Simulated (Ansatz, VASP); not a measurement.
# Two plane-wave programs on TaN

```
Ta N
1.0
     3.05000    0.00000    0.00000
    -1.52500    2.64138    0.00000
     0.00000    0.00000    4.94000
Ta N
2 2
Direct
  0.33333 0.66667 0.00000
  0.66667 0.33333 0.50000
  0.33333 0.66667 0.38500
  0.66667 0.33333 0.88500
```

Alike in both runs: task single point; functional PBE; k mesh 7 × 7 × 4; occupations gaussian, width 0.05 eV; collinear spin; Hubbard terms Ta d U = 6.0 eV.

|  | VASP | Ansatz |
| --- | --- | --- |
| version | VASP 6.6.1 | Ansatz 0.2.0 |
| potentials or method | VASP PAW PBE potentials, release 64 (Ta_pv, N) | scalar-relativistic, plane waves, PAW |
| plane-wave cutoff (eV) | 520 | 420 |
| valence electrons in the cell | 32 | 36 |

```csv
,VASP,Ansatz,Ansatz less VASP
gap on the k mesh at the Fermi level (eV),none,none,-
rms of the force components (eV/Å),1.395,1.322,-0.0734
net moment per atom (μB),0.00,0.04,+0.035
```

The programs project onto different local orbitals, so the same U acts differently. Atom by atom the forces differ by 0.073 eV/Å (rms over components). A gap of «none» marks a metal or a gap that the smearing closes. The two sets of potentials don't hold the same shells in valence. Ansatz warned: «filled_band_counts_differ_across_k_points».

Caveats: forces of over 1 eV/Å show positions far from the minimum, so gaps and moduli don't describe the material at rest. The state reached can hang on the start; a lower one may exist. Spin-orbit coupling is left out, which matters for the levels of Ta.
